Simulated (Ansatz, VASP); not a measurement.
One calculation of AlN, two programs

Contents of INCAR:

```
SYSTEM = AlN
PREC = Accurate ; ENCUT = 520
EDIFF = 1E-6 ; ISMEAR = -1
SIGMA = 0.001 ; LREAL = .False.
LASPH = .True. ; NELM = 60
ALGO = Fast ; ISIF = 2
LWAVE = .False. ; LCHARG = .False.
GGA = PS ; NBANDS = 11
```

Contents of KPOINTS:

```
Automatic mesh
0
Gamma
  8 8 8
  0 0 0
```

File POSCAR:

```
AlN
1.0
    0.0000000000      2.0188684454      2.0188684454
    2.0188684454      0.0000000000      2.0188684454
    2.0188684454      2.0188684454      0.0000000000
Al N
1 1
Direct
    0.0000000000      0.0000000000      0.0000000000
    0.5000000000      0.5000000000      0.5000000000
```

Input for Ansatz:

```yaml
crystal:
  lattice:
    - [0.0, 2.0188684454, 2.0188684454]
    - [2.0188684454, 0.0, 2.0188684454]
    - [2.0188684454, 2.0188684454, 0.0]
  atoms:
    - { symbol: Al, position: [0.0, 0.0, 0.0] }
    - { symbol: "N", position: [0.5, 0.5, 0.5] }
kpoints:
  mp_grid: { grid: [8, 8, 8] }
hamiltonian:
  xc: pbesol
scf:
  occupations: { method: fermi_dirac, width: 0.001 }
  n_extra_bands: 4
output:
  forces: true
  stress: true
  eigenvalues: true
```

Alike in both runs: task single point; functional PBEsol; k mesh 8 × 8 × 8; occupations fermi-dirac, width 0.001 eV; no spin polarisation.

|  | VASP | Ansatz |
| --- | --- | --- |
| version | VASP 6.6.1 | Ansatz 0.2.0 |
| potentials or method | VASP PAW PBE potentials, release 64 (Al, N) | plane waves |
| plane-wave cutoff (eV) | 520 | 420 |
| valence electrons in the cell | 8 | 8 |

Ansatz gave:

* gap on the k mesh at the Fermi level (eV): 4.60
* pressure (GPa): 1.5

What did VASP give for the same quantities?

gap on the k mesh at the Fermi level (eV): 4.59; pressure (GPa): 1.4.

Caveats: the PAW data sets were made with another functional, which shifts forces and pressure a little (VASP). A hybrid or GW would open this gap; PBEsol tends to underestimate it. A k mesh can miss the band edges.
